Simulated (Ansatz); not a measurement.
# ZrH2 and the effect of the Hubbard U on Zr d

Symmetry: Fm-3m, No. 225, cubic system. Conventional cell: a = 4.818 Å, b = 4.818 Å, c = 4.818 Å, α = 90.00°, β = 90.00°, γ = 90.00°. Zr (site symmetry m-3m) has 8 H at 2.09 Å as nearest neighbours. H (site symmetry -43m) is surrounded by 4 Zr at 2.09 Å.

The cell is a database's computed one, not the measured one.

Kept alike: task band structure; functional PBEsol; k mesh 10 × 10 × 10; occupations fermi-dirac, width 0.05 eV; no spin polarisation. Program: Ansatz, Ansatz PAW, cutoff 420 eV. The mesh is that of the run's cell of 3 atoms. No spin-orbit coupling.

| Hubbard U on Zr d, U (eV) | pressure (GPa) |
| --- | --- |
| 0 | -4.62 |
| 1 | ? |
| 2 | -3.09 |
| 3 | -2.20 |
| 4 | -1.18 |
| 5 | 0.05 |
| 6 | 1.45 |
| 8 | 4.75 |

Pressure is positive in compression, with a Pulay correction for the finite cutoff. U acts here on a shell without spin polarisation. For a metal such a mesh leaves the last digits unconverged. How U acts hangs on the program's projectors. All rows use potentials made for PBE. U is the effective U - J on orthogonalised atomic projectors. Double counting: fully localised limit (the default).

Problem. Fit the rows shown and predict the run at 1 eV.

Solution. A least-squares parabola through the rows shown is pressure = 0.07622 U² + 0.5523 U - 4.578 (largest miss 0.079); at U = 1 it gives -3.95 GPa. The run gave: pressure -3.89 GPa.
